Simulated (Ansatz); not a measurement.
# Phase order of Al along its cold isotherm

All-electron LAPW in Ansatz 0.2.0 under PBE, scalar-relativistic, energies extrapolated to zero smearing. Each structure type was compressed from its own relaxed volume, symmetry kept and shape relaxed on PAW files, and E(V) was fitted to energies and pressures; H = E + pV has no temperature or zero-point term. Only these types were tried: omega (P6/mmm, 8×8×11 mesh, 17.21 Å³/atom at rest); dhcp (P6_3/mmc, 14×14×4 mesh, 16.55 Å³/atom at rest); diamond (Fd-3m, 12×12×12 mesh, 27.68 Å³/atom at rest); hcp (P6_3/mmc, 15×15×8 mesh, 16.65 Å³/atom at rest); simple hexagonal (P6/mmm, 16×16×15 mesh, 18.78 Å³/atom at rest); bcc (Im-3m, 18×18×18 mesh, 16.94 Å³/atom at rest); fcc (Fm-3m, 18×18×18 mesh, 16.50 Å³/atom at rest); beta tin (I4_1/amd, 16×16×16 mesh, 19.20 Å³/atom at rest); sc (Pm-3m, 16×16×16 mesh, 20.18 Å³/atom at rest). Spin polarisation is left out. Spin–orbit coupling is left out; Fermi–Dirac smearing is 0.05 to 0.1 eV. Enthalpies carry a few meV/atom of noise from meshes and fits.

Enthalpies against fcc:

| p (GPa) | omega (meV/atom) | dhcp (meV/atom) | diamond (meV/atom) | hcp (meV/atom) | simple hexagonal (meV/atom) | bcc (meV/atom) | fcc (meV/atom) | beta tin (meV/atom) | sc (meV/atom) |
| --- | --- | --- | --- | --- | --- | --- | --- | --- | --- |
| 0 | 117 | 11 | 744 | 27 | 216 | 92 | 0 | 276 | 370 |
| 5.6 | 139 | 13 | 1094 | 32 | 289 | 105 | 0 | 363 | 487 |
| 15 | 165 | 16 | 1569 | 38 | 392 | 118 | 0 | 483 | 650 |
| 28 | 190 | 18 | 2100 | 41 | 510 | 128 | 0 | 618 | 835 |
| 56 | 219 | 19 | 2993 | 40 | 706 | 129 | 0 | 836 | 1147 |
| 93 | 234 | 16 | 3895 | 29 | 897 | 113 | 0 | 1044 | 1460 |
| 140 | 238 | 11 | 4796 | 13 | 1078 | 85 | 0 | 1236 | 1771 |
| 180 | 234 | 7 | 5432 | -2 | 1199 | 58 | 0 | 1361 | 1988 |

Task: What sequence of phases does this give?

Result: Among the types tried, fcc is lowest at zero pressure; hcp takes over from fcc near 170 GPa, with a volume step of -0.6 %.
